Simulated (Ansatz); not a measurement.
**Be₂H: competing structures**

Theory: Ansatz, DFT PBE, scalar-relativistic, plane waves, PAW. All cells share a 420 eV cutoff and Γ-centred k meshes spaced at most about 0.3 Å⁻¹ (about 0.25 or finer for metals, 2π included). No spin polarisation.

The zero of energy is the elements' standard structures at the same level (H₂ as a molecule); no fitted shifts are applied.

All energies are static (0 K, no zero-point motion). Larger cells and other orderings weren't all tried, so the list isn't exhaustive. Weakly bound directions are ill-defined at this level, which has no dispersion term (P6/mmm, P4/nmm), and this can change margins and order among such cells. With hydrogen, zero-point motion can shift formation energies by some tens of meV/atom.

Invented guesses were relaxed alike, and ends that match in structure were merged. ΔE counts from the first row. Coordination counts H atoms around Be (those within 1.25 times the shortest such distance or 1.15 times the sum of covalent radii, 1.27 where that leaves under three; a plus sign parts nearer from farther groups; the shortest distance is added where it exceeds 1.18 times the sum of covalent radii; a slash parts the counts of unlike sites). The ends were matched against large subsets of the Crystallography Open Database and the Materials Project, so a missing match doesn't prove that a structure is unreported.

| # | reached from | type and space group | atoms | Å³/atom | coordination | ΔE (meV/atom) | gap on mesh (eV) | in databases |
| --- | --- | --- | --- | --- | --- | --- | --- | --- |
| 1 | random cell without symmetry | P-1 (No. 2) | 6 | 7.0 | Be 1/2 | 0 | 0.00 | no match |
| 2 | FeI2 type (P-3m1) | P-3m1 (No. 164) | 3 | 6.7 | Be 3 from 1.9 Å | 132 | 0.00 | no match |
| 3 | close-packed metal layers stacked AB | anti-cadmium iodide, P-3m1 (No. 164) | 3 | 6.7 | Be 3 | 195 | 0.00 | no match |
| 4 | random cell | P6/mmm (No. 191) | 6 | 21.1 | Be 2+2 from 3.6 Å/4+8 from 4.2 Å | 259 | 0.00 | no match |
| 5 | random cell | P4/nmm (No. 129) | 6 | 9.3 | Be 2 | 504 | 0.00 | no match |
| 6 | FeSi2 type (P4/mmm) | P4/mmm (No. 123) | 3 | 7.6 | Be 4 from 2.0 Å | 617 | 0.00 | no match |

The lowest: Space group P-1 (No. 2), triclinic, a = 3.544 Å, b = 3.662 Å, c = 3.894 Å, α = 69.2°, β = 68.1°, γ = 67.4°. Be on its first site has 1 H at 1.58 Å, 1 H at 1.69 Å and 8 Be at 2.14–2.39 Å; Be on its second site is surrounded by 1 H at 1.47 Å, 1 H at 1.88 Å and 8 Be at 2.14–2.32 Å; H has 1 Be at 1.47 Å, 1 Be at 1.58 Å and 1 Be at 1.69 Å. Its energy over the elements is +0.27 eV/atom. The separate elements lie lower, so it is unstable against them. An observed structure of this formula, if there is one, may be missing.

Space group P-1 (No. 2). a = 3.544 Å, b = 3.662 Å, c = 3.894 Å, α = 69.25°, β = 68.11°, γ = 67.39°
```tsv
atom	site	symmetry	x	y	z
Be	2i	1	0.4815	0.8369	0.7992
Be	2i	1	0.1870	0.7117	0.4361
H	2i	1	0.1504	0.5768	0.1393
```

The second: Space group P-3m1 (No. 164), trigonal, a = 2.218 Å, c = 4.738 Å. Around Be lie 3 H at 1.92 Å and 9 Be at 2.22–2.28 Å; H has 6 Be at 1.92 Å and 6 H at 2.22 Å. Counting H atoms around Be, the first has Be 1/2 and the second has Be 3 from 1.9 Å. Cells relaxed within their symmetry can be saddle points. Some structure types and database cells were kept out of the candidates from the start, so a known form may be missing.
